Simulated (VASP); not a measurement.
Set up this calculation in VASP 6.6.1, as the native input.

```
Task                               : band structure
Functional                         : HSE06
Potentials or basis                : VASP PAW PBE potentials, release 64 (Te, Mo_sv)
Cutoff                             : 520 eV
k mesh                             : 6 × 6 × 1
Occupations                        : gaussian, width 0.02 eV
Spin                               : no spin polarisation
Ladder                             : gaps
Grid for exact exchange (PRECFOCK) : Fast
Screening parameter                : 0.2 1/A
Further INCAR settings             : ALGO = Normal; EDIFF = 1e-06
```

Slab: Te2Mo, a slab with vacuum.

```
Te Mo
1.0
     3.56023    0.00000    0.00000
    -1.78012    3.08325    0.00000
     0.00000    0.00000   17.52406
Te Mo
2 1
Direct
  0.33333 0.66667 0.10214
  0.33333 0.66667 0.89786
  0.00000 0.00000 0.00000
```

One way to write it, as run:

POSCAR

```
Te2Mo
1.0
    3.5602328140      0.0000000000      0.0000000000
   -1.7801164070      3.0832520603      0.0000000000
    0.0000000000      0.0000000000     17.5240578200
Te Mo
2 1
Direct
    0.3333333333      0.6666666667      0.1021445500
    0.3333333333      0.6666666667      0.8978554500
    0.0000000000      0.0000000000      0.0000000000
```

INCAR.step1

```
ALGO = Normal ; EDIFF = 1E-5
ENCUT = 520 ; GGA = PE
ISIF = 2 ; ISMEAR = 0
KPAR = 4 ; LASPH = True
LCHARG = False ; LMAXMIX = 4
LREAL = False ; LWAVE = True
NELM = 60 ; PREC = Accurate
SIGMA = 0.02
```

INCAR.step2

```
ALGO = Normal ; EDIFF = 1E-6
ENCUT = 520 ; GGA = PE
HFSCREEN = 0.2 ; ISIF = 2
ISMEAR = 0 ; ISTART = 1
KPAR = 4 ; LASPH = True
LCHARG = False ; LHFCALC = True
LMAXMIX = 4 ; LREAL = False
LWAVE = False ; NELM = 60
PREC = Accurate ; PRECFOCK = Fast
SIGMA = 0.02
```

KPOINTS

```
k-points
0
Gamma
  6 6 1
```

KPOINTS_OPT

```
path GMKGALHA,LM,KH
12
line-mode
reciprocal
 0.0000000000  0.0000000000  0.0000000000  G
 0.5000000000  0.0000000000  0.0000000000  M

 0.5000000000  0.0000000000  0.0000000000  M
 0.3333333333  0.3333333333  0.0000000000  K

 0.3333333333  0.3333333333  0.0000000000  K
 0.0000000000  0.0000000000  0.0000000000  G

 0.0000000000  0.0000000000  0.0000000000  G
 0.0000000000  0.0000000000  0.5000000000  A

 0.0000000000  0.0000000000  0.5000000000  A
 0.5000000000  0.0000000000  0.5000000000  L

 0.5000000000  0.0000000000  0.5000000000  L
 0.3333333333  0.3333333333  0.5000000000  H

 0.3333333333  0.3333333333  0.5000000000  H
 0.0000000000  0.0000000000  0.5000000000  A

 0.5000000000  0.0000000000  0.5000000000  L
 0.5000000000  0.0000000000  0.0000000000  M

 0.3333333333  0.3333333333  0.0000000000  K
 0.3333333333  0.3333333333  0.5000000000  H
```

Potentials or basis: VASP PAW PBE potentials, release 64 (Te, Mo_sv).

Launch:

```bash
$ cat potpaw_PBE.64/Te/POTCAR potpaw_PBE.64/Mo_sv/POTCAR > POTCAR
$ cp INCAR.step1 INCAR
$ mpirun -np 4 vasp_std > vasp.out
$ cp INCAR.step2 INCAR
$ mpirun -np 4 vasp_std > vasp.out
```

It gave:

| Property | Result |
| --- | --- |
| Largest force | 0.317 eV/Å |
| Band gap on the k mesh | 1.47 eV, direct |
| Band gap along the path | 1.47 eV, direct |

Caveat: the PAW data sets were made with another functional, which shifts forces and pressure a little; spin-orbit coupling is left out, which moves the levels of the heavy elements.

Wall time 24 min on 4 MPI ranks on Intel(R) Xeon(R) 6975P-C (Granite Rapids) (shared host), peak memory 0.53 GiB a rank.
